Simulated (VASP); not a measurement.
# TiO2 (P4_2/mnm) in VASP: further runs, part 2 of 3

VASP 6.6.1. The steps go on from the part before.

### 3 Relaxation of cell and atoms, revPBE+D4

INCAR reads:

```
SYSTEM = TiO2
PREC = Accurate
ENCUT = 600
EDIFF = 1E-6
ISMEAR = -1
SIGMA = 0.05
LREAL = .False.
LASPH = .True.
NELM = 60
ALGO = Fast
ISIF = 3
LWAVE = .False.
LCHARG = .False.
GGA = RE
IVDW = 13
IBRION = 2
NSW = 40
EDIFFG = -0.005
```

KPOINTS reads:

```
Automatic mesh
0
Gamma
  6 6 9
  0 0 0
```

POSCAR reads:

```
TiO2
1.0
    4.5998373239      0.0000000000      0.0000000000
    0.0000000000      4.5998373239      0.0000000000
    0.0000000000      0.0000000000      2.9592135600
Ti O
2 4
Direct
    0.0000000000      0.0000000000      0.5000000000
    0.5000000000      0.5000000000      0.0000000000
    0.3043213200      0.3043213200      0.5000000000
    0.1956786800      0.8043213200      0.0000000000
    0.8043213200      0.1956786800      0.0000000000
    0.6956786800      0.6956786800      0.5000000000
```

Potentials or basis: VASP PAW PBE potentials, release 64 (Ti_sv, O).

The run is started by

```bash
cat potpaw_PBE.64/Ti_sv/POTCAR potpaw_PBE.64/O/POTCAR > POTCAR
mpirun -np 1 vasp_std > vasp.out
```

OUTCAR:

```text
SYSTEM = TiO2
   PREC = Accurate
   ENCUT = 600
   EDIFF = 1E-6
   ISMEAR = -1
   LREAL = .False.
   LASPH = .True.
   NELM = 60
   ISIF = 3
   GGA = RE
   IVDW = 13
   IBRION = 2
   NSW = 40
   EDIFFG = -0.005

 ion  position               nearest neighbor table
   1  0.000  0.000  0.500-   4 1.95   5 1.95   4 1.95   5 1.95   3 1.98   6 1.98
   2  0.500  0.500  0.000-   3 1.95   6 1.95   3 1.95   6 1.95   5 1.98   4 1.98
   3  0.304  0.304  0.500-   2 1.95   2 1.95   1 1.98
   4  0.196  0.804  0.000-   1 1.95   1 1.95   2 1.98
   5  0.804  0.196  0.000-   1 1.95   1 1.95   2 1.98
   6  0.696  0.696  0.500-   2 1.95   2 1.95   1 1.98

  LATTYP: Found a simple tetragonal cell.
 ALAT       =     4.5998373239
 C/A-ratio  =     0.6433300466

  Lattice vectors:

 A1 = (   4.5998373239,   0.0000000000,   0.0000000000)
 A2 = (   0.0000000000,   4.5998373239,   0.0000000000)
 A3 = (   0.0000000000,   0.0000000000,   2.9592135600)

Analysis of symmetry for initial positions (statically):
=====================================================================
 Subroutine PRICEL returns:
 Original cell was already a primitive cell.

 Routine SETGRP: Setting up the symmetry group for a
 simple tetragonal supercell.

 Subroutine GETGRP returns: Found 16 space group operations
 (whereof  8 operations were pure point group operations)
 out of a pool of 16 trial point group operations.

The static configuration has the point symmetry D_2h.
 The point group associated with its full space group is D_4h.

Analysis of symmetry for dynamics (positions and initial velocities):
=====================================================================
 Subroutine PRICEL returns:
 Original cell was already a primitive cell.

 Routine SETGRP: Setting up the symmetry group for a
 simple tetragonal supercell.

 Subroutine GETGRP returns: Found 16 space group operations
 (whereof  8 operations were pure point group operations)
 out of a pool of 16 trial point group operations.

The dynamic configuration has the point symmetry D_2h.
 The point group associated with its full space group is D_4h.

 Subroutine INISYM returns: Found 16 space group operations
 (whereof  8 operations are pure point group operations),
 and found     1 'primitive' translations

----------------------------------------------------------------------------------------

                                     Primitive cell

  volume of cell :      62.6125

  direct lattice vectors                    reciprocal lattice vectors
     4.599837324  0.000000000  0.000000000     0.217398993  0.000000000  0.000000000
     0.000000000  4.599837324  0.000000000     0.000000000  0.217398993  0.000000000
     0.000000000  0.000000000  2.959213560     0.000000000  0.000000000  0.337927622

  length of vectors
     4.599837324  4.599837324  2.959213560     0.217398993  0.217398993  0.337927622

  position of ions in fractional coordinates (direct lattice)
     0.000000000  0.000000000  0.500000000
     0.500000000  0.500000000  0.000000000
     0.304321320  0.304321320  0.500000000
     0.195678680  0.804321320  0.000000000
     0.804321320  0.195678680  0.000000000
     0.695678680  0.695678680  0.500000000

  ion indices of the primitive-cell ions
   primitive index   ion index
                 1           1
                 2           2
                 3           3
                 4           4
                 5           5
                 6           6

----------------------------------------------------------------------------------------

 KPOINTS: Automatic mesh

Automatic generation of k-mesh.
 Grid dimensions read from file:
 generate k-points for:    6    6    9

 Generating k-lattice:

  Cartesian coordinates                     Fractional coordinates (reciprocal lattice)
     0.036233165  0.000000000  0.000000000     0.166666667  0.000000000  0.000000000
     0.000000000  0.036233165  0.000000000     0.000000000  0.166666667  0.000000000
     0.000000000  0.000000000  0.037547514     0.000000000  0.000000000  0.111111111

  Length of vectors
     0.036233165  0.036233165  0.037547514

  Shift w.r.t. Gamma in fractional coordinates (k-lattice)
     0.000000000  0.000000000  0.000000000

 Subroutine IBZKPT returns following result:
 ===========================================

 Found     50 irreducible k-points:

 Following reciprocal coordinates:
            Coordinates               Weight
  0.000000  0.000000  0.000000      1.000000
  0.166667  0.000000  0.000000      4.000000
  0.333333  0.000000  0.000000      4.000000
  0.500000  0.000000  0.000000      2.000000
  0.166667  0.166667  0.000000      4.000000
  0.333333  0.166667  0.000000      8.000000
[... 16 lines left out ...]
  0.333333  0.000000  0.222222      8.000000
  0.500000  0.000000  0.222222      4.000000
 [... further k-points ...]
   k-points           NKPTS =     50   k-points in BZ     NKDIM =     50   number of bands    NBANDS=     28
   number of dos      NEDOS =    301   number of ions     NIONS =      6
   total plane-waves  NPLWV =  38400
   dimension x,y,z NGX =    40 NGY =   40 NGZ =   24
   dimension x,y,z NGXF=    80 NGYF=   80 NGZF=   48
   ions per type =               2   4
   NGX,Y,Z   is equivalent  to a cutoff of  14.46, 14.46, 13.48 a.u.
   NGXF,Y,Z  is equivalent  to a cutoff of  28.91, 28.91, 26.97 a.u.
 SYSTEM =  TiO2
   PREC   = accura    normal or accurate (medium, high low for compatibility)
   ISTART =      0    job   : 0-new  1-cont  2-samecut
   ICHARG =      2    charge: 1-file 2-atom 10-const
   ISPIN  =      1    spin polarized calculation?
   LNONCOLLINEAR =      F non collinear calculations
   LSORBIT =      F    spin-orbit coupling
   LASPH  =      T    aspherical Exc in radial PAW
   ENCUT  =  600.0 eV  44.10 Ry    6.64 a.u.   9.19  9.19  5.91*2*pi/ulx,y,z
   NELM   =     60;   NELMIN=  2; NELMDL= -5     # of ELM steps
   EDIFF  = 0.1E-05   stopping-criterion for ELM
   LREAL  =      F    real-space projection
   EDIFFG = -.5E-02   stopping-criterion for IOM
   NSW    =     40    number of steps for IOM
   IBRION =      2    ionic relax: 0-MD 1-quasi-New 2-CG
   NFREE  =      1    steps in history (QN), initial steepest desc. (CG)
   ISIF   =      3    stress and relaxation
   ISYM   =      2    0-nonsym 1-usesym 2-fastsym
   POTIM  = 0.5000    time-step for ionic-motion
   TEBEG  =    0.0;   TEEND  =   0.0 temperature during run
   PSTRESS=    0.0 pullay stress
   NELECT =      48.0000    total number of electrons
   NUPDOWN=      -1.0000    fix difference up-down
   EMIN   =  10.00;   EMAX   =-10.00  energy-range for DOS
   EFERMI =   0.00;   METHOD = LEGACY
   ISMEAR =    -1;   SIGMA  =   0.05  broadening in eV -4-tet -1-fermi 0-gaus
   EFERMI_NEDOS =   21; number of points for ismear=-14 and -15
   IALGO  =     68    algorithm
   IMIX   =      4    mixing-type and parameters
     AMIX     =   0.40;   BMIX     =  1.00
     AMIX_MAG =   1.60;   BMIX_MAG =  1.00
  volume/ion in A,a.u.               =      10.44        70.42
  Fermi-wavevector in a.u.,A,eV,Ry     =   1.498309  2.831394 30.544140  2.244931
  Thomas-Fermi vector in A             =   2.610085
   LORBIT       =      0    0 simple, 1 ext, 2 COOP (PROOUT), +10 PAW based schemes
   GGA     = RE    functional components
   LHFCALC =     F    Hartree Fock is set to
   AEXX    =    0.0000 exact exchange contribution
   IVDW    =    13    specifies the selected vdW correction
   LEPSILON=     F    determine dielectric tensor
   LRPA    =     F    only Hartree local field effects (RPA)
 conjugate gradient relaxation of ions
 non-spin polarized calculation
 RMM-DIIS sequential band-by-band and
  energy-cutoff  :      600.00
  volume of cell :       62.61
 maximum number of plane-waves:      2112
 NGX is ok and might be reduce to    40
   NGX = 19   NGY = 19   NGZ = 11

--------------------------------------- Ionic step        1  -------------------------------------------

 number of electron      47.9999988 magnetization

 Free energy of the ion-electron system (eV)
  ---------------------------------------------------
  ext. energy  EPLUGINS =         0.00000000
  ---------------------------------------------------
  free energy    TOTEN  =       -51.47945712 eV

  energy without entropy =      -51.47945712  energy(sigma->0) =      -51.47945712

------------------------ aborting loop because EDIFF is reached ----------------------------------------

  DFT-D4 for vdW energy calculation

  Edisp (eV):   -2.52246
[... 211 lines left out ...]
--------------------------------------- Ionic step        6  -------------------------------------------

 number of electron      47.9999989 magnetization

 Free energy of the ion-electron system (eV)
  ---------------------------------------------------
  ext. energy  EPLUGINS =         0.00000000
  ---------------------------------------------------
  free energy    TOTEN  =       -51.46430364 eV

  energy without entropy =      -51.46430364  energy(sigma->0) =      -51.46430364

 E-fermi :   5.9059     XC(G=0): -11.2273

 val. band max:        4.9842176071   @ k =   0.0000   0.0000   0.0000
 cond. band min:       6.8526340147   @ k =   0.0000   0.0000   0.0000
 fundamental gap:      1.8684164076
 Fermi energy:         5.9058810904

 k-point     1 :       0.0000    0.0000    0.0000
  band No.  band energies     occupation
      1     -52.0556      2.00000
      2     -52.0385      2.00000
      3     -28.3123      2.00000
      4     -28.3123      2.00000
      5     -28.1469      2.00000
      6     -28.1469      2.00000
[... 733 lines left out ...]
     27       8.1408      0.00000
     28       8.1409      0.00000

 [... further k-points ...]

------------------------ aborting loop because EDIFF is reached ----------------------------------------

  DFT-D4 for vdW energy calculation

  Edisp (eV):   -2.53851
[... 29 lines left out ...]
  FREE ENERGIE OF THE ION-ELECTRON SYSTEM (eV)
  ---------------------------------------------------
  free  energy   TOTEN  =       -54.0028122070 eV

  energy  without entropy=      -54.0028122066  energy(sigma->0) =      -54.00281221

 reached required accuracy - stopping structural energy minimisation
```

Wall time 7.9 min (1 thread of Intel Xeon Platinum 8259CL at 2.50GHz (Skylake/Cascade Lake), shared host); peak memory 0.25 GiB.

Results:

```yaml
Free_energy: -54.0028 eV
Relaxed_volume: 10.39 Å³/atom
Relaxed_cell: a = 4.593 Å, b = 4.593 Å, c = 2.955 Å, α = 90.00°, β = 90.00°, γ = 90.00°
Space_group_after_relaxing_to_0.05_Å: P4_2/mnm (No. 136)
Energy_gained_by_relaxing: 0.1 meV/atom
Ionic_steps: 6
Pressure_after_relaxing: 0.0 GPa
Largest_force_after_relaxing: 0.003 eV/Å
Band_gap_on_the_k_mesh: 1.87 eV, direct
Dispersion_energy_per_atom: -0.423 eV
```

Forces on the atoms (eV/Å):
```
Ti   0.000  0.000  0.000
Ti   0.000  0.000  0.000
O   -0.002 -0.002  0.000
O    0.002 -0.002  0.000
O   -0.002  0.002  0.000
O    0.002  0.002  0.000
```

The path:
```
step  energy change (eV)  largest force (eV/Å)  pressure (GPa)  volume (Å³)
   1              0.0000                0.0133           -0.94        62.61
   2              0.0001                0.0413            1.07        62.06
   3             -0.0008                0.0270            0.07        62.34
   4             -0.0008                0.0262           -0.04        62.36
   5             -0.0008                0.0266           -0.01        62.35
   6             -0.0009                0.0031           -0.02        62.33
```

Final structure:
```xyz
6
Lattice="4.5926 0.0000 0.0000 0.0000 4.5926 0.0000 0.0000 0.0000 2.9553" Properties=species:S:1:pos:R:3 pbc="T T T"
Ti    4.5926    0.0000    1.4777
Ti    2.2963    2.2963    2.9553
O     1.3966    1.3966    1.4777
O     0.8997    3.6929    2.9553
O     3.6929    0.8997    2.9553
O     3.1960    3.1960    1.4777
```

Levels at points of the mesh, in eV from the valence-band top:
```
           k point  band 22  band 23  band 24  band 25  band 26  band 27
(0.00, 0.00, 0.00)    -0.46    -0.46     0.00     1.87     2.16     2.40
(0.50, 0.00, 0.00)    -1.65    -0.74    -0.74     2.54     2.54     3.03
(0.50, 0.50, 0.00)    -1.32    -1.08    -1.08     1.90     1.90     2.52
```

Caveat: the PAW data sets were made with another functional, which shifts forces and pressure a little; an odd mesh through Γ misses points on the zone boundary, where band edges often lie. As with any semilocal functional, this revPBE gap is likely too small.

(Part 2 of 3 ends here.)
